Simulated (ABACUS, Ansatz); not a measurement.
## The equilibrium volume of ZrC, sorted by core time

**What was measured.** The equilibrium volume of ZrC (Fm-3m) is reported as 12.96 Å³/atom (a printed reference work). The runs below try to reproduce it.

It takes space group Fm-3m (No. 225, cubic). The conventional cell has a = 4.730 Å, b = 4.730 Å, c = 4.730 Å, α = 90.00°, β = 90.00°, γ = 90.00°. Around Zr (site symmetry m-3m) lie 6 C at 2.37 Å. Around C (site symmetry m-3m) lie 6 Zr at 2.37 Å.

```csv
rung,level,program and potentials,cutoff (eV),k mesh,smearing,task,core time,chip,equilibrium volume (Å³/atom),miss,notes
GGA + dispersion,PBE+D3(BJ),"Ansatz, Ansatz PAW",420,10 × 10 × 10,fermi-dirac 0.05,relaxation of cell and atoms,5.9 s,Arm Neoverse V2,12.75,-1.6 %,-
GGA + dispersion,BLYP+D4,"Ansatz, Ansatz PAW",420,10 × 10 × 10,fermi-dirac 0.05,relaxation of cell and atoms,7.3 s,Arm Neoverse V2,13.10,+1.1 %,"potentials made for PBE, which Ansatz adapts in part"
GGA + dispersion,BLYP+D3(BJ),"Ansatz, Ansatz PAW",420,10 × 10 × 10,fermi-dirac 0.05,relaxation of cell and atoms,7.5 s,Arm Neoverse V1,12.78,-1.4 %,"potentials made for PBE, which Ansatz adapts in part"
GGA,BPBE,"Ansatz, Ansatz PAW",420,10 × 10 × 10,fermi-dirac 0.05,equation of state,7.9 s,Arm Neoverse V2,13.05,+0.7 %,"potentials made for PBE, which Ansatz adapts in part"
LDA,LDA,"Ansatz, JTH PAW LDA",990,10 × 10 × 10,fermi-dirac 0.05,equation of state,21 s,Arm Neoverse V2,12.49,-3.6 %,-
hybrid,HSEsol,"Ansatz, Ansatz PAW",420,5 × 5 × 5,fermi-dirac 0.05,relaxation of cell and atoms,62 s,Arm Neoverse V1,12.73,-1.8 %,"coarse mesh; potentials made for PBE, which Ansatz adapts in part"
hybrid,HSE06,"Ansatz, Ansatz PAW",420,6 × 6 × 6,fermi-dirac 0.05,equation of state,2.1 min,AMD EPYC 7R13 Zen 3,12.89,-0.5 %,"coarse mesh; potentials made for PBE, which Ansatz adapts in part"
hybrid,PBE0,"Ansatz, Ansatz PAW",420,6 × 6 × 6,fermi-dirac 0.05,equation of state,2.4 min,AMD EPYC 7R13 Zen 3,12.89,-0.5 %,"coarse mesh; potentials made for PBE, which Ansatz adapts in part"
GGA,PBE,"ABACUS, PseudoDojo NC SR 0.4.1 PBE standard, plane waves",1116,10 × 10 × 10,fermi-dirac 0.05,equation of state,4 min,Intel Xeon Platinum 8488C Sapphire Rapids,13.06,+0.8 %,-
```

Times are single runs on shared hosts and different chips, so they are rough; meshes, cutoffs and the tasks' sizes weigh on the time. All rows: no spin polarisation. Smearing widths are in eV. For a metal such meshes aren't converged. Meshes differ between rows, which moves values too. Meshes are those of the run's cell of 2 atoms unless a note names another. Relaxations start from the cell shown or near it and stop with a little pressure left. The cell shown, of 13.23 Å³ an atom, is the runs' start and not the measured value. Misses use the values as printed. Runs on faulty files, with rough fits or with known faults for this quantity aren't shown. No row holds spin-orbit coupling.

By rung: LDA 12.49; GGA + dispersion 12.75 to 13.10; GGA 13.05 to 13.06; hybrid on coarse meshes 12.73 to 12.89 (Å³/atom). Measured: 12.96 Å³/atom (a printed reference work). Closest, coarse meshes and atomic bases left aside, is BPBE (+0.7 %), and PBE misses by +0.8 % on plain settings. The runs are for a static lattice, while measurements hold temperature and zero-point motion.
